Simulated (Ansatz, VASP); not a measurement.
## BeS in VASP and in Ansatz

```
Be S
1.0
     0.00000    2.48573    2.48573
     2.48573    0.00000    2.48573
     2.48573    2.48573    0.00000
Be S
1 1
Cartesian
  0.0000 0.0000 0.0000
  1.2429 1.2429 1.2429
```

Alike in both runs: task single point; functional PBE; k mesh 8 × 8 × 8; occupations gaussian, width 0.02 eV; no spin polarisation.

|  | VASP | Ansatz |
| --- | --- | --- |
| version | VASP 6.6.1 | Ansatz 0.2.0 |
| potentials or method | VASP PAW PBE potentials, release 64 (Be, S) | scalar-relativistic, plane waves, PAW |
| plane-wave cutoff (eV) | 520 | 420 |
| valence electrons in the cell | 8 | 8 |

VASP gave:

```
gap on the k mesh at the Fermi level (eV) : 3.26
least direct gap on the mesh (eV)         : 5.27
pressure (GPa)                            : -4.8
```

Q: Estimate Ansatz's values.

A: gap on the k mesh at the Fermi level (eV): 3.26; least direct gap on the mesh (eV): 5.28; pressure (GPa): -4.8.

The functional is the same, so the differences come from potentials, cutoffs and numerics.

A k mesh can miss the band edges. A hybrid or GW would open this gap; PBE tends to underestimate it.
